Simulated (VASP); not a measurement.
Set up this calculation in VASP 6.6.1, as the native input.

```
Task                   : single point
Functional             : PBE
Potentials or basis    : VASP PAW PBE potentials, release 64 (Cd, Se)
Cutoff                 : 520 eV
k mesh                 : 10 × 10 × 10
Occupations            : gaussian, width 0.02 eV
Spin                   : no spin polarisation
Dipole correction      : no
Further INCAR settings : ALGO = Normal; EDIFF = 1e-07; NBANDS = 16
```

The structure of CdSe lies in POSCAR:

```
CdSe
1.0
    0.0000000000      3.0500000000      3.0500000000
    3.0500000000      0.0000000000      3.0500000000
    3.0500000000      3.0500000000      0.0000000000
Cd Se
1 1
Direct
    0.0000000000      0.0000000000      0.0000000000
    0.2500000000      0.2500000000      0.2500000000
```

The cell was built by a generator and needn't be a form met in nature.

The cell isn't the ideal one: the database cell kept.

These files were run (other wordings do the same):

INCAR

```
SYSTEM = CdSe
  PREC = Accurate
  ENCUT = 520
  EDIFF = 1E-7
  ISMEAR = 0
  SIGMA = 0.02
  LREAL = .FALSE.
  LASPH = .TRUE.
  NELM = 100
  ALGO = Normal
  ISIF = 2
  LWAVE = .FALSE.
  LCHARG = .FALSE.
  GGA = PE
  NBANDS = 16
```

KPOINTS

```
Automatic mesh
0
G
  10 10 10
  0 0 0
```

Potentials or basis: VASP PAW PBE potentials, release 64 (Cd, Se).

Run with:

```console
$ cat potpaw_PBE.64/Cd/POTCAR potpaw_PBE.64/Se/POTCAR > POTCAR
$ mpirun -np 1 vasp_std > vasp.out
```

Results of the run:

```yaml
Pressure: 2.6 GPa
Band_gap_on_the_k_mesh: 0.59 eV, direct
```

Wall time 20 s on 1 thread of Intel(R) Xeon(R) Platinum 8559C (Emerald Rapids), with other jobs on the host, peak memory 0.2 GiB.
